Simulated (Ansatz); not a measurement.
# NiS2 monolayer (2H): from the cell to its phonons, part 2 of 2

Task: relax NiS2 monolayer (2H), then find its harmonic phonons.

Ansatz 0.2.0; DFT PBE, scalar-relativistic, plane waves, PAW.

So far. Step 4 (Tight relaxation): The largest force component left is 0.018 meV/Å, within the tolerances set.

## 5. Linear response at the zone centre

The zone centre comes first: it holds the modes that light can see, as far as symmetry allows. No field response is asked, since the mesh shows no gap.

The input, input.yaml:

```yaml
crystal:
  lattice:
    - [3.5342272788, 0.0, 0.0]
    - [-1.7671136394, 3.0607306062, 0.0]
    - [0.0, 0.0, 30.0]
  atoms:
    - { symbol: Ni, position: [0.3333333333, 0.6666666667, 0.3333333333] }
    - { symbol: S, position: [0.6666666667, 0.3333333333, 0.3687095023] }
    - { symbol: S, position: [0.6666666667, 0.3333333333, 0.2979571644] }
  periodic: [true, true, false]
kpoints:
  mp_grid: { grid: [18, 18, 1] }
hamiltonian:
  xc: pbe
scf:
  occupations: { method: methfessel_paxton, width: 0.2 }
output:
  eigenvalues: true
phonons:
  method: dfpt
```

The run is started by

```
> ansatz run input.yaml --threads 4 --pin off --max-ram 14336MiB --backend cpu --events-out ev --progress --plain --runs-dir out
```

Numbers of over 12 decimals in the logs are rounded to 6 here.

Log:

```text
[...]
Crystal: 3 atoms, lattice volume = 324.520 Å³
Basis set: ecut = 420 eV, 6299 PW (Γ), exchange–correlation on 48×48×432 points (8 copies of the dense FFT grid, shifted against one another)
Bands: 19, of which v1, the nominal top of the filled ones, is band 15 counted from 1 (14 counted from 0)
Symmetry: 12 space group operations
k-points: 91 of 324 (irreducible under 2 space group operations, time reversal used)
[...]
SCF iter   1: F=—  HF=-7644.055174 eV  |F-HF|=—  |Δ(HF+E_count)|=         —  Δρ=1.13e-2  dr2=3.85e-1  ethr=1.77e-3  ⟨swp⟩=10.8  Hψ=13255  notcnv=0
[...]
SCF iter  12: F=-7644.021422 eV  HF=-7644.021422 eV  |F-HF|=0.00e0  |Δ(HF+E_count)|=  2.46e-11  S|Δr|=    0.00e0  Δρ=1.39e-8  dr2=4.65e-13  ethr=1.00e-12  ⟨swp⟩=12.0  Hψ=12554  notcnv=0
SCF 1 converged in 12 iterations: F = -7644.021422 eV  dr2 = 4.65e-13
[...]
DFPT response loops at Γ: preconditioner auto → none (partly filled bands, converged f_vac=0.807); β = 0.50; Broyden in place of MSR1
SCF converged after 12 iterations
[...]
Free energy (F): -7644.021422 eV
[...]
Internal energy: -7644.030800 eV  (E = F + TS)
E sigma→0 (E₀):  -7644.023766 eV
Entropy (-TS):   0.009379 eV (3.126 meV/atom)
Fermi energy:    -3.742285 eV
[...]
--- Band table (eV; the first three rows and the last of 91) ---
  k-point 0: bands = [... 11 lower, -5.5400, -3.7664, -3.7664, -3.6286, -3.6286, -3.5642, -1.6819, -0.3774]
  k-point 1: bands = [... 11 lower, -5.5573, -3.9154, -3.8299, -3.7826, -3.6100, -3.4815, -1.4689, -0.3331]
  k-point 2: bands = [... 11 lower, -5.6120, -4.2355, -4.0875, -4.0032, -3.5587, -3.3480, -0.9855, -0.2017]
  k-point 90: bands = [... 11 lower, -6.2883, -5.9864, -5.7404, -5.0732, -3.6070, -1.9376, 1.1740, 2.1494]
--- Phonons (Γ-DFPT): 4 representative perturbations + reference, on 91 of 324 k-points (Σ response iterations 25) ---
  k mesh reduced under 2 symmetry operations, with k and −k counted as one. Each operation leaves every solved perturbation unchanged. A smaller set is not used because it would not reduce the number of displacements times k-points to solve
  ASR residual: 4.587e-5 → 0.000e0 eV/Å²; symmetrization residual: 4.592e-6 eV/Å²
  ASR residual per site (eV/Å²): 4.59e-5 2.78e-5 2.78e-5
  Γ frequencies (cm⁻¹): 0.00 0.00 0.00 115.53 159.34 159.34 165.81 165.81 433.87
  non-analytic LO–TO correction: not included (Born effective charges unavailable; polar crystals: no LO–TO splitting at Γ)
```

Elapsed: 83 s, on 4 threads of Arm Neoverse V2, shared host; peak memory 2.1 GiB.

The column dr2 measures how far the density is from self-consistency, as an energy; F and HF (Harris–Foulkes) agree once it is small.

Numbers from this step:

| Property | Result |
| --- | --- |
| sum-rule residual before enforcement | 4.59e-5 eV/Å² |
| point group | -6m2 |
| highest optical mode at the zone centre (no LO-TO term) | 433.9 cm⁻¹ |
| lowest optical zone-centre mode | 115.5 cm⁻¹ |

Patterns of degenerate modes are one choice out of their space. Modes at Γ, with each element's share of the kinetic energy:

```csv
mode,frequency (cm⁻¹),symmetry,Ni %,S %
1,0.0,acoustic,48,52
2,0.0,acoustic,48,52
3,0.0,acoustic,48,52
4,115.5,A2'',52,48
5,159.3,E',52,48
6,159.3,E',52,48
7,165.8,E'',0,100
8,165.8,E'',0,100
9,433.9,A1',0,100
```

Displacements in mode 4 (115.5 cm⁻¹), the largest set to 1:
```
Ni1  0.00  0.00  1.00
S2   0.00  0.00 -0.92
S3   0.00  0.00 -0.92
```

Displacements in mode 5 (159.3 cm⁻¹), the largest set to 1:
```
Ni1  0.00  1.00  0.00
S2   0.00 -0.92  0.00
S3   0.00 -0.92  0.00
```

Before it was imposed, the acoustic sum rule was missed by 4.6e-5 eV/Å². Small misses are needed for a sound result but don't prove that mesh and cutoff are converged. The lowest optical mode is real, 116 cm⁻¹.

## 6. The dispersion

Stability and thermal properties need the whole zone. Linear response on a 6×6×1 q mesh gives force constants as far as a supercell of that size would.

input.yaml, as its differences from that of step 5:

```diff
@@ -20 +20,10 @@
   method: dfpt
+  qmesh: [6, 6, 1]
+  temperatures: { t_max: 1000, t_step: 50 }
+  qpath:
+    path:
+      - [0.0, 0.0, 0.0]
+      - [0.5, 0.0, 0.0]
+      - [0.33333333, 0.33333333, 0.0]
+      - [0.0, 0.0, 0.0]
+    npoints: 10
```

Log:

```text
[...]
Crystal: 3 atoms, lattice volume = 324.520 Å³
Basis set: ecut = 420 eV, 6299 PW (Γ), exchange–correlation on 48×48×432 points (8 copies of the dense FFT grid, shifted against one another)
Bands: 19, of which v1, the nominal top of the filled ones, is band 15 counted from 1 (14 counted from 0)
Symmetry: 12 space group operations
k-points: 37 of 324 (time reversal used)
[...]
SCF iter   1: F=—  HF=-7644.055129 eV  |F-HF|=—  |Δ(HF+E_count)|=         —  Δρ=1.13e-2  dr2=3.85e-1  ethr=1.77e-3  ⟨swp⟩=10.7  Hψ=5304  notcnv=0
[...]
SCF iter  12: F=-7644.021422 eV  HF=-7644.021422 eV  |F-HF|=7.00e-11  |Δ(HF+E_count)|=  1.27e-11  S|Δr|=    0.00e0  Δρ=9.56e-9  dr2=2.23e-13  ethr=1.00e-12  ⟨swp⟩=12.3  Hψ=5127  notcnv=0
SCF 1 converged in 12 iterations: F = -7644.021422 eV  dr2 = 2.23e-13
[...]
phonons: the bands overlap, so this run is a metal and interpolates without the dipole-dipole term. If the crystal is really an insulator or semiconductor, its LO-TO splitting is missing
NSCF: frozen V_eff on 37 k-points
WARN: eigensolver did not converge (k=0): 1 band(s) unlocked after 2 eigensolves, warm-restarted (20 sweeps on the last) at ethr=1.55e-12 eV (storage-precision floor; scheduled 1.00e-12 eV) (lowest unlocked band 18, counted from 0; max residual 2.54e-5 eV among the unlocked bands, 2.54e-5 eV over every band; other slots of this pass that fall short are told together in one closing line; warning suppressed until the next SCF loop or pass starts)
WARN: eigensolver did not converge in 10 slots of this pass, the one above among them; of largest residual over every band (k=30): 1 band(s) unlocked (lowest unlocked band 18, counted from 0; max residual 3.27e-4 eV among the unlocked bands, 3.27e-4 eV over every band); of lowest unlocked band (k=0): band 18
[...]
DFPT response loops at q = (0, 0, 0) (fractional): preconditioner auto → none (partly filled bands, converged f_vac=0.807); β = 0.50; Broyden in place of MSR1
[...]
SCF converged after 12 iterations
[...]
Free energy (F): -7644.021422 eV
[...]
Internal energy: -7644.030800 eV  (E = F + TS)
E sigma→0 (E₀):  -7644.023766 eV
Entropy (-TS):   0.009379 eV (3.126 meV/atom)
Fermi energy:    -3.742285 eV
[...]
--- Band table (eV; the first three rows and the last of 37) ---
  k-point 0: bands = [... 11 lower, -5.5400, -3.7664, -3.7664, -3.6286, -3.6286, -3.5642, -1.6819, -0.3774]
  k-point 1: bands = [... 11 lower, -5.5573, -3.9154, -3.8299, -3.7826, -3.6100, -3.4815, -1.4689, -0.3331]
  k-point 2: bands = [... 11 lower, -5.6120, -4.2355, -4.0875, -4.0032, -3.5587, -3.3480, -0.9855, -0.2017]
  k-point 36: bands = [... 11 lower, -6.2733, -6.2502, -6.0293, -5.1011, -3.7285, -1.7431, 1.5855, 2.1061]
--- Phonons (Γ-DFPT): 4 representative perturbations + reference (Σ response iterations 21) ---
  ASR residual: 4.201e-5 → 0.000e0 eV/Å²; symmetrization residual: 7.519e-6 eV/Å²
  ASR residual per site (eV/Å²): 4.20e-5 2.91e-5 2.91e-5
  Γ frequencies (cm⁻¹): 0.00 0.00 0.00 115.53 159.34 159.34 165.81 165.81 433.87
--- Phonons (arbitrary-q DFPT): 7 irreducible q on the 6×6×1 mesh ---
  q = [0.0000, 0.0000, 0.0000] (star 1, of the zone-centre solve; hermiticity 1.31e-6, symmetrization 2.33e-12): 0.00 0.00 0.00 115.53 159.34 159.34 165.81 165.81 433.87
  q = [0.0000, 0.1667, 0.0000] (star 6, 6 solved perturbations on 171 of 324 k-point pairs; hermiticity 1.24e-6, symmetrization 1.57e-8): 23.06 49.81 83.95 133.27 158.66 196.18 201.39 224.71 433.30
[...]
q = [0.1667, 0.1667, 0.0000] (star 6, 4 solved perturbations in 990 linear systems a pass and spin channel, the states on 324 of 324 k-point pairs; hermiticity 6.21e-7, symmetrization 3.98e-10): 57.25 84.77 97.05 150.82 171.88 207.22 233.57 253.32 424.55
[...]
sum rule: each row above includes the acoustic sum rule's correction from the zone centre's row sums; it moved no ω² by more than (0.50 cm⁻¹)²
  mesh force constants: q→R imaginary residual 1.56e-18; ASR residual 4.201e-5 → 0.000e0 eV/Å²; symmetrization residual 8.882e-15 eV/Å²
  interpolated dispersion: 31 rows × 9 modes
  density of states and harmonic sums: on the 24×24×1 q-mesh, interpolated from the force constants of a 6×6×1 supercell (no non-analytic term)
  largest difference from the sums on the solved wave vectors: F 2.81e-2 eV, S 3.48e-5 and C_V 6.73e-6 eV/K
  zero-point energy: 0.104745 eV/cell   skipped modes (ω ≤ 0): 3   left out of the sums: 5.79e-4 of the cell's modes: C_V's classical limit lies that fraction below 3 k_B per atom; for a crystal, a wire or a layer, F and S can be off by more, and a phonons.interpolated_qmesh denser along its periods is the remedy for the sampling
```

The job ended after 18 min (4 threads; peak memory 4.2 GiB; 72 min of CPU time).

This step gave:

* sum-rule residual before enforcement: 4.20e-5 eV/Å²
* lowest frequency on the path: 0 cm⁻¹
* highest frequency on the path or at a solved wavevector: 434.1 cm⁻¹
* mean frequency: 187.8 cm⁻¹
* lowest mode on the q mesh (acoustic modes at Γ apart): 23.06 cm⁻¹
* zero-point energy per atom: 34.91 meV
* heat capacity at 300 K: 22.95 J/(mol atoms K)
* vibrational entropy at 300 K: 32.98 J/(mol atoms K)
* edges of the widest gap between branches, on path and mesh: 269.6, 405.6 cm⁻¹

Frequencies (cm⁻¹) solved at each irreducible wavevector; negative means imaginary. Frequencies by wavevector, by row:

```csv
q in reciprocal lattice units,star,mode 1,mode 2,mode 3,mode 4,mode 5,mode 6,mode 7,mode 8,mode 9
0 0 0,1,0,0,0,115.5,159.3,159.3,165.8,165.8,433.9
0 0.1667 0,6,23.1,49.8,84,133.3,158.7,196.2,201.4,224.7,433.3
0 0.3333 0,6,74.2,74.5,114.9,159.4,176.6,210.7,230.7,267.4,428.6
0 -0.5 0,3,75.6,110.1,120.3,163.5,165.3,228,238.9,268.5,426.2
0.1667 0.1667 0,6,57.2,84.8,97,150.8,171.9,207.2,233.6,253.3,424.6
0.1667 0.3333 0,12,83,100.6,107.3,162.2,171.5,219.5,235.3,268.6,416.9
0.3333 0.3333 0,2,66.3,112.4,117.8,154.4,185,207.4,230.6,266.4,405.6
```

Interpolated from a 6×6×1 q mesh. Phonon branches along the path, in cm⁻¹:

```csv
point,branch 1,branch 2,branch 3,branch 4,branch 5,branch 6,branch 7,branch 8,branch 9
Γ,0,0,0,116,159,159,166,166,434
halfway,48,66,106,157,161,204,220,254,431
M,76,110,120,164,165,228,239,268,426
halfway,82,110,111,160,172,221,235,269,416
K,66,112,118,154,185,207,231,266,406
halfway,57,85,97,151,172,207,234,253,424
Γ,0,0,0,116,159,159,166,166,434
```

The phonon branches as a text plot (rows in cm⁻¹):

```
    425 |**************************               ***************
    407 |                          ***************
    389 |
    371 |
    353 |
    335 |
    317 |
    298 |
    280 |
    262 |         ************************************
    244 |       **      ***********            *****  ***
    226 |         *****************************     *******
    208 |     **********             **********************
    190 |   ****                        ***              ****
    172 |*****      ********************   ***********       ****
    154 |*  **************    ***************  **************   *
    136 |     ****                                       **
    118 |*****      *************************              ******
     99 |       ****    ****                 ************
     81 |     **      ****************       **************
     63 |   **  ******                *******       **   ****
     45 |     **  **                                  ***  **
     27 | ********                                       **  ***
      9 |*****                                             ******
         Γ                   M           K                      Γ
```

Tetrahedra on a 24×24×1 mesh, mean over bins of 5 cm-1. Interpolated from a 6×6×1 q mesh. Phonon density of states against wavenumber; read off at these points:

```csv
wavenumber (cm⁻¹),phonon density of states (1/cm⁻¹/cell)
2,0.00312
12,0.00571
28,0.00757
38,0.00902
48,0.0111
62,0.0159
72,0.0348
82,0.0702
98,0.0297
108,0.0780
122,0.00564
132,0.00448
142,0.00582
158,0.0827
162,0.100
168,0.0300
172,0.0970
178,0.0367
192,0.00981
202,0.0282
212,0.0409
228,0.0319
232,0.0725
238,0.0721
248,0.00678
262,0.0191
268,0.115
272,0
282,0
298,0
308,0
318,0
332,0
342,0
358,0
368,0
378,0
392,0
402,0
412,0.0199
428,0.0577
438,0
```

The partial phonon density of states has structure finer than the step of the table below, so its rows give means over 20 cm⁻¹, whole bins alone (the curve runs from -10 to 457 cm⁻¹). Peaks (cm⁻¹: height): Ni 81.1: 0.0452, 110.5: 0.0505, 172.2: 0.0196, 233.9: 0.0186, 266.2: 0.0103; S 81.1: 0.0200, 110.5: 0.0203, 160.4: 0.0850, 216.2: 0.0427, 233.9: 0.0565, 269.1: 0.0555, 427.8: 0.0459.

Phonopy on the run's constants, 19x19x1 mesh, Gaussian sigma 3.3 cm-1. Interpolated from a 6×6×1 q mesh. Partial phonon density of states against wavenumber; means over each step; values in 1/cm⁻¹/cell:

```csv
wavenumber (cm⁻¹),Ni,S
0,0.00107,0.00126
20,0.00299,0.00358
40,0.00465,0.00486
60,0.00999,0.00732
80,0.0334,0.0153
100,0.0286,0.0129
120,0.0203,0.00824
140,0.00227,0.00506
160,0.00792,0.0539
180,0.00993,0.0242
200,0.00330,0.0190
220,0.00684,0.0378
240,0.00922,0.0275
260,0.00460,0.0244
280,0.00132,0.00814
300,0,0
320,0,0
340,0,0
360,0,0
380,0,0
400,3.1e-4,0.00344
420,0.00282,0.0316
440,5.2e-4,0.0113
```

Harmonic thermodynamic functions per atom, from the density of states. Interpolated from a 6×6×1 q mesh. Thermodynamic functions, by row:

```csv
T (K),F_vib (meV/atom),S (J/mol-atom/K),C_V (J/mol-atom/K)
0,34.91,0,0
100,30.17,11.47,14.72
200,11.38,24.04,20.97
300,-18.41,32.98,22.95
400,-56.23,39.71,23.76
500,-100.3,45.06,24.16
600,-149.3,49.49,24.39
700,-202.6,53.26,24.53
800,-259.6,56.54,24.62
900,-319.7,59.45,24.69
1000,-382.7,62.05,24.73
```

Symmetry leaves 7 wavevectors to solve. The lowest mode among them, the acoustic zeros apart, lies at q = (0, 0.167, 0) and is real, 23.1 cm⁻¹.

## 7. Isotope substitution, element Ni, natural mass 58.6934 amu

An isotope changes the mass and not the force constants, so no new electronic calculation is needed; the shifts show which modes move this element.

The same force constants with the mass of Ni changed from 58.693 to 63.928 u (phonopy, no LO-TO term). Both lists are sorted by frequency; levels can cross, so a row need not hold one and the same mode. Modes under 3 cm⁻¹ are left out. Isotope shifts, by row:

```csv
q,rank,natural mass (cm⁻¹),changed mass (cm⁻¹)
0 0 0,4,115.5,113
0 0 0,5,159.3,155.9
0 0 0,6,159.3,155.9
0 0 0,7,165.8,165.8
0 0 0,8,165.8,165.8
0 0 0,9,433.9,433.9
0 0.1667 0,1,23.06,22.62
0 0.1667 0,2,49.81,48.63
0 0.1667 0,3,83.95,81.44
0 0.1667 0,4,133.3,130.8
0 0.1667 0,5,158.7,158.7
0 0.1667 0,6,196.2,195.2
0 0.1667 0,7,201.4,197.6
0 0.1667 0,8,224.7,222.2
0 0.1667 0,9,433.3,432.8
0 0.3333 0,1,74.17,72.43
0 0.3333 0,2,74.49,72.56
0 0.3333 0,3,114.9,110.8
0 0.3333 0,4,159.4,159.4
0 0.3333 0,5,176.6,173.4
0 0.3333 0,6,210.7,210.6
0 0.3333 0,7,230.7,226.9
0 0.3333 0,8,267.4,266.6
0 0.3333 0,9,428.6,427.1
0 -0.5 0,1,75.59,73.65
0 -0.5 0,2,110.1,106.6
0 -0.5 0,3,120.3,116
0 -0.5 0,4,163.5,163.5
0 -0.5 0,5,165.3,164.3
0 -0.5 0,6,228,227
0 -0.5 0,7,238.9,234.9
0 -0.5 0,8,268.5,268.2
0 -0.5 0,9,426.2,424.3
```

A mode of this element alone would shift by -4.18 %. The highest zone-centre frequency without the field goes from 433.9 to 433.9 cm⁻¹ (+0.0 %). The product of the frequency ratios over all optical modes at Γ is 0.936; the product rule, (m/m′)^(3k/2) (M′/M)^(3/2) with k = 1 such atoms and M the mass of the cell, gives 0.937.

## 8. Another isotope, element S, natural mass 32.06 amu

The same for S, from 32.06 to 33.97 u.

A mode of this element alone would shift by -2.85 %. The highest zone-centre frequency without the field goes from 433.9 to 421.5 cm⁻¹ (-2.8 %). The product of the frequency ratios over all optical modes at Γ is 0.880; the product rule, (m/m′)^(3k/2) (M′/M)^(3/2) with k = 2 such atoms and M the mass of the cell, gives 0.880.

## 9. Summary of results

```yaml
space_group_after_relaxation_within_0p01_a: P-6m2
area_per_atom: 3.61 Å²
electronic_character: no gap on this mesh
highest_optical_mode_at_the_zone_centre_no_lo_to_term: 434 cm⁻¹
lowest_optical_zone_centre_mode: 116 cm⁻¹
lowest_mode_on_the_q_mesh_acoustic_modes_at_gamma_apart: 23.1 cm⁻¹
highest_frequency_on_the_path_or_at_a_solved_wavevector: 434 cm⁻¹
zero_point_energy_per_atom: 34.9 meV
heat_capacity_at_300_k: 22.9 J/(mol atoms K)
vibrational_entropy_at_300_k: 33.0 J/(mol atoms K)
imaginary_modes_on_the_6x6x1_q_mesh: none
```

The structure is a minimum as far as tested: no mode is imaginary at the 7 irreducible wavevectors of the 6×6×1 mesh, and the softest away from the acoustic zeros lies at 23 cm⁻¹. The optical modes at Γ span 116 to 434 cm⁻¹. The highest mode in this list at Γ, 433.9 cm⁻¹, is mostly motion of S (100 % of the kinetic energy). On the path and the mesh, the widest gap between branches runs from 270 to 406 cm⁻¹. With no gap, or one that is small against the smearing, the frequencies hang on the k mesh and the smearing, most of all near Kohn anomalies. The phonon runs are without spin polarisation, although Ni often carries a moment. In a sheet or slab the interpolated bending branch near Γ is rough, since the rotational sum rule isn't imposed. A phonon run warned that its eigensolver left some bands unconverged in a pass. The starting cell was built on a prototype and not taken from a measurement. These are harmonic frequencies at zero temperature: anharmonic shifts, linewidths and thermal expansion are left out.

[Logs are printed without paths, hosts, clocks, repeated set-up lines and the standing remarks that a program may print on its own settings, such as how far it seeks lower states.]

[Hosts, paths, dates, database ids (printed as entryN), source tags and the programs' standing remarks are cut or masked in the printed files.]
